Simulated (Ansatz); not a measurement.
Runs of Ansatz 0.2.0 on SnTe. The structure is cubic, space group F-43m (No. 216). Conventional cell: a = 7.222 Å, b = 7.222 Å, c = 7.222 Å, α = 90.00°, β = 90.00°, γ = 90.00°. Te (site symmetry -43m) is surrounded by 4 Sn at 3.13 Å. Sn (site symmetry -43m) is surrounded by 4 Te at 3.13 Å. Measurements of this composition are mostly on another form, of space group No. 225.

```csv
task,potentials or basis,k mesh,cutoff (eV),smearing,basis error allowed,mesh quality,gap on the mesh (eV),pressure (GPa)
phonons,"all-electron LAPW, scalar-relativistic",7 × 7 × 7,205,fermi-dirac 0.05 eV,0.001 eV/atom,not flagged,0.29,-
single point,"all-electron LAPW, scalar-relativistic",4 × 4 × 4,189,fermi-dirac 0.03 eV,0.001 eV/atom,coarse,-,-1.7
elastic constants,"all-electron LAPW, scalar-relativistic",5 × 5 × 5,205,fermi-dirac 0.05 eV,0.001 eV/atom,not flagged,(a),-1.4
density of states,all-electron PAW datasets made for the crystal,7 × 7 × 7,240,fermi-dirac 0.05 eV,-,not flagged,0.29,-1.4
```

Alike in all rows: level PBEsol; no spin polarisation; cell as given.

Question: Fill in the values left out.

Answer: (a) 0.37.

Caveats: some runs use coarse meshes; spin-orbit coupling is left out, which moves the levels of the heavy elements (some runs); an odd mesh through Γ misses points on the zone boundary, where band edges often lie (some runs); a metal's response needs a denser mesh (some runs); the elastic tensor has a negative eigenvalue, so either the cell is unstable as it stands or the mesh is too thin (some runs); the program warned that the printed levels may be off, so bands, gaps and densities of states are rough (some runs).

A k mesh can miss the band edges, and the runs leave out spin-orbit coupling on Sn, Te.

The runs don't all hold the same shells in valence.
